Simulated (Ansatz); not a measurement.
BaSnO$_{3}$:
```yaml
crystal:
  lattice:
    - [4.08272, 0.00000, 0.00000]
    - [0.00000, 4.08272, 0.00000]
    - [0.00000, 0.00000, 4.08272]
  atoms:
    - { symbol: Ba, position: [0.00000, 0.00000, 0.00000] }
    - { symbol: Sn, position: [0.50000, 0.50000, 0.50000] }
    - { symbol: O, position: [0.00000, 0.50000, 0.50000] }
    - { symbol: O, position: [0.50000, 0.50000, 0.00000] }
    - { symbol: O, position: [0.50000, 0.00000, 0.50000] }
```

This is the LDA-relaxed structure.

Task: All from LDA in the plane-wave PAW code Ansatz, unless another level is named. Give the static dielectric constant ε0 (ions relaxed, cell fixed).

Result: 21.0.

Task: And the electronic dielectric constant ε∞ (DFPT)?

Result: 4.79.

Task: Give the Born charges (a third of the trace).

Result: Ba +2.78, Sn +4.42, O -2.40 e.

Space group Pm-3m (cubic perovskite). Symmetry was held in the LDA relaxation; phonons on a q-mesh show no instability. Spin–orbit coupling is left out wherever it is not named.

Potentials: the later of the program's two PAW sets.
